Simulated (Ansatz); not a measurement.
Relaxed sheet of WS$_{2}$:

```yaml
crystal:
  lattice:
    - [3.15974, 0.00000, 0.00000]
    - [-1.57987, 2.73641, 0.00000]
    - [0.00000, 0.00000, 32.29053]
  periodic: [true, true, false]
  atoms:
    - { symbol: S, position: [0.33333, 0.66667, 0.45120] }
    - { symbol: W, position: [0.66667, 0.33333, 0.50001] }
    - { symbol: S, position: [0.33333, 0.66667, 0.54881] }
```

Theory: DFT PBE+D3(BJ), scalar-relativistic, plane waves, PAW (Ansatz). Cutoff 420 eV; k points 12×12×1 on the computed 3-atom cell (Γ-centred); Gaussian smearing, width 0.02 eV; no spin polarisation. The sheet is isolated along c (Coulomb cut-off).

Atoms relax at each strain; stress is positive in compression. Unstrained: gap 1.92 eV, thickness 3.152 Å.

Task: How does it respond to strain along y (x held) of -2, +2, +5 %?

Result:
| strain (%) | ΔE (meV/cell) | σxx (N/m) | σyy (N/m) | gap | thickness (Å) |
| --- | --- | --- | --- | --- | --- |
| -2 | 16.9 | 0.62 | 3.23 | 1.93 eV | 3.175 |
| +2 | 15.9 | -0.59 | -2.86 | 1.78 eV | 3.129 |
| +5 | 92.4 | -1.36 | -6.45 | 1.41 eV | 3.096 |

Spin-orbit coupling is left out, which matters for the bands of heavy elements.

The reference crystal is a form of WS2, which isn't its usual structure.